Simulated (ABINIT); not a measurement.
# C (Fd-3m) in ABINIT: notebook, part 2 of 2

ABINIT 10.8.3 (patched build). Earlier steps stand in the parts before.

**6. Band structure, AM05**

Contents of run.abi:

```
ndtset 2

pp_dirpath "./"
pseudos "C.upf"

acell 3*1.0 Angstrom
rprim
     0.0000000000     1.7833700000     1.7833700000
     1.7833700000     0.0000000000     1.7833700000
     1.7833700000     1.7833700000     0.0000000000
ntypat 1
znucl 6
natom 2
typat 1 1
xred
     0.7500000000     0.7500000000     0.7500000000
     0.5000000000     0.5000000000     0.5000000000

ecut 1115.666836 eV

ixc -120135

occopt 3
tsmear 0.05 eV

nstep 100

iomode 3
prtwf 0
prteig 0
prtebands 0
enunit 2
prtden1 1

kptopt1 1
ngkpt1 13 13 13
nshiftk1 1
shiftk1 0.0 0.0 0.0
nband1 8
tolvrs1 1.0e-10

iscf2 -2
getden2 1
nband2 12
nbdbuf2 2
tolwfr2 1.0e-12
kptopt2 -9
ndivsm2 5
prteig2 1
prtvol2 -3
kptbounds2
     0.0000000000     0.0000000000     0.0000000000
     0.5000000000     0.0000000000     0.5000000000
     0.5000000000     0.2500000000     0.7500000000
     0.3750000000     0.3750000000     0.7500000000
     0.0000000000     0.0000000000     0.0000000000
     0.5000000000     0.5000000000     0.5000000000
     0.6250000000     0.2500000000     0.6250000000
     0.5000000000     0.2500000000     0.7500000000
     0.5000000000     0.5000000000     0.5000000000
     0.3750000000     0.3750000000     0.7500000000
```

Potentials or basis: PseudoDojo NC SR PBEsol v0.4.1 standard.

Launch:

```
> abinit run.abi > log 2>&1
```

run.abo:

```text
.Version 10.8.3 of ABINIT
 DATASET    1 : space group Fd -3 m (#227); Bravais cF (face-center cubic)
================================================================================
 Values of the parameters that define the memory need for DATASET  1.
     intxc =       0    ionmov =       0      iscf =       7    lmnmax =       4
     lnmax =       4     mgfft =      30  mpssoang =       2    mqgrid =    3001
     natom =       2  nloc_mem =       1    nspden =       1   nspinor =       1
    nsppol =       1      nsym =      48    n1xccc =    2501    ntypat =       1
    occopt =       3   xclevel =       2
       mpw =         974          nfft =       27000          nkpt =          84
================================================================================
================================================================================

 DATASET    2 : space group Fd -3 m (#227); Bravais cF (face-center cubic)
================================================================================
[... 1254 lines left out ...]
 kpt#  87, nband= 12, wtk=  1.00000, kpt=  0.3750  0.3750  0.7500 (reduced coord)
  -2.70237   -1.48352    0.85105    4.87265   15.87220   20.97894   24.65424   25.90981
  28.91680   34.54010   36.16199   44.29636

== END DATASET(S) ==============================================================
================================================================================

 -outvars: echo values of variables after computation  --------
            acell      1.8897261259E+00  1.8897261259E+00  1.8897261259E+00 Bohr
           etotal1    -1.1987755379E+01
            fcart1     1.8726218937E-30  8.7581154020E-47 -2.4968291917E-30
                      -1.8726218937E-30 -8.7581154020E-47  2.4968291917E-30
            rprim      0.0000000000E+00  1.7833700000E+00  1.7833700000E+00
                       1.7833700000E+00  0.0000000000E+00  1.7833700000E+00
                       1.7833700000E+00  1.7833700000E+00  0.0000000000E+00
           strten1     1.6224323942E-04  1.6224323942E-04  1.6224323942E-04
                       0.0000000000E+00  0.0000000000E+00  0.0000000000E+00
           xangst      2.6750550000E+00  2.6750550000E+00  2.6750550000E+00
                       1.7833700000E+00  1.7833700000E+00  1.7833700000E+00
             xred      7.5000000000E-01  7.5000000000E-01  7.5000000000E-01
                       5.0000000000E-01  5.0000000000E-01  5.0000000000E-01
 Calculation completed.
```

Run time: 22 s. Hardware: 1 thread of Arm Neoverse V2, shared host; peak memory 0.1 GiB.

What came out:

* Free energy: -326.2034 eV
* Pressure: -4.8 GPa
* Band gap on the k mesh: 4.05 eV, indirect (least direct gap 5.54 eV)
* Band gap along the path: 4.04 eV, indirect (least direct gap 5.54 eV)
* All electrons inside the program's atomic spheres: C 4.66, 4.70 (radii [1.0584] Å)

Levels at the corners of the path, in eV from the valence-band top:
```tsv
point	band 2	band 3	band 4	band 5	band 6	band 7
Γ	0.00	0.00	0.00	5.54	5.54	5.54
X	-12.82	-6.37	-6.37	4.65	4.65	16.80
W	-12.00	-8.45	-8.45	10.52	10.52	12.32
K	-11.79	-9.45	-5.43	5.57	10.68	14.35
Γ	0.00	0.00	0.00	5.54	5.54	5.54
L	-13.50	-2.83	-2.83	8.41	8.41	8.86
U	-11.79	-9.45	-5.43	5.57	10.68	14.35
W	-12.00	-8.45	-8.45	10.52	10.52	12.32
L	-13.50	-2.83	-2.83	8.41	8.41	8.86
K	-11.79	-9.45	-5.43	5.57	10.68	14.35
```

Caveat: the potentials were made for another functional, which shifts forces and pressure. As with any semilocal functional, this AM05 gap is likely too small.

**7. The runs side by side**

| task | level | potentials or basis | gap on the mesh (eV) | pressure (GPa) | V0 of scaled cells (Å³/atom) | B0 (GPa) |
| --- | --- | --- | --- | --- | --- | --- |
| equation of state | SOGGA | PseudoDojo NC SR PBEsol v0.4.1 standard | - | - | 5.59 | 457 |
| equation of state | BP86 | PseudoDojo NC SR PBE v0.4.1 standard | - | - | 5.75 | 425 |
| equation of state | PBE | PseudoDojo NC SR PBE v0.4 stringent | - | - | 5.70 | 432 |
| band structure | SOGGA | PseudoDojo NC SR PBEsol v0.4.1 standard | 3.98 | -6.3 | - | - |
| band structure | AM05 | PseudoDojo NC SR PBEsol v0.4.1 standard | 4.05 | -4.8 | - | - |

Alike in all rows: no spin polarisation; cell as given; k mesh 13 × 13 × 13; cutoff (eV) 1116; smearing fermi-dirac 0.05 eV.

Caveats: the potentials were made for another functional, which shifts forces and pressure (some runs); pressures at fixed basis lie under the slope of the energies (some runs).

Absolute energies hang on the potentials; compare differences alone.

**8. How close it comes**

Step 2. Measured bulk modulus of C: 444.8 GPa (quoted in “Equation of state of cubic boron nitride at high pressures and temperatures”, 2007, arxiv:cond-mat/0702656). This calculation gives 457 GPa (+2.7 %). 3 values of this kind are on record (442 to 444.8 GPa); this one was drawn at random among those near their median, those with a stated uncertainty first. The fit is for a static lattice scaled at fixed shape and fixed fractional positions.

Step 3. Measured bulk modulus of C: 442 GPa (quoted in “Equation of state of cubic boron nitride at high pressures and temperatures”, 2007, arxiv:cond-mat/0702656). This calculation gives 425 GPa (-3.8 %). 3 values of this kind are on record (442 to 444.8 GPa); this one was drawn at random among those near their median, those with a stated uncertainty first. The fit is for a static lattice scaled at fixed shape and fixed fractional positions.

Step 4. Against the measured bulk modulus of C, 444.8 GPa (quoted in “Equation of state of cubic boron nitride at high pressures and temperatures”, 2007, arxiv:cond-mat/0702656), the calculated 432 GPa is off by -2.8 %. 3 values of this kind are on record (442 to 444.8 GPa); this one was drawn at random among those near their median, those with a stated uncertainty first. The fit is for a static lattice scaled at fixed shape and fixed fractional positions. The cell as given is a measured one (5.67 Å³/atom); PBE puts the equilibrium volume +0.5 % from it, thermal expansion not counted.
